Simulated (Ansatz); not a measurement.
Li3N:
```yaml
crystal:
  lattice:
    - [3.60998, 0.00000, 0.00000]
    - [-1.80499, 3.12634, 0.00000]
    - [0.00000, 0.00000, 3.85518]
  atoms:
    - { symbol: Li, position: [0.00000, 0.00000, 0.50000] }
    - { symbol: Li, position: [0.33333, 0.66667, 0.00000] }
    - { symbol: Li, position: [0.66667, 0.33333, 0.00000] }
    - { symbol: N, position: [0.00000, 0.00000, 0.00000] }
```

x, y and z are the axes in which the lattice vectors are written.

**Question.** Give the high-frequency dielectric tensor and the Born effective charge tensors of the independent atoms from DFPT, the program Ansatz at the r²SCAN level (PAW).

**Answer.** 
ε∞:
```
5.20  0.00  0.00
0.00  5.20  0.00
0.00  0.00  4.95
```
Z* of atom 1 (Li), rows: field, columns: displacement, in e:
```
0.88  0.00  0.00
0.00  0.88  0.00
0.00  0.00  1.06
```
Z* of atom 2 (Li), rows: field, columns: displacement, in e:
```
0.91  0.00  0.00
0.00  0.91  0.00
0.00  0.00  0.41
```
Z* of atom 4 (N), rows: field, columns: displacement, in e:
```
-2.71   0.00   0.00
 0.00  -2.71   0.00
 0.00   0.00  -1.88
```

Static charges for comparison (Bader): Li1 +0.85, Li2 +0.84, N4 -2.53 e. Born charges measure polarisation by displacement and can exceed these by far.

Space group P6/mmm. The cell was relaxed with r²SCAN under the symmetry of its start; phonons on a q-mesh show weakly imaginary modes.

Potentials: the later of the program's two PAW sets.
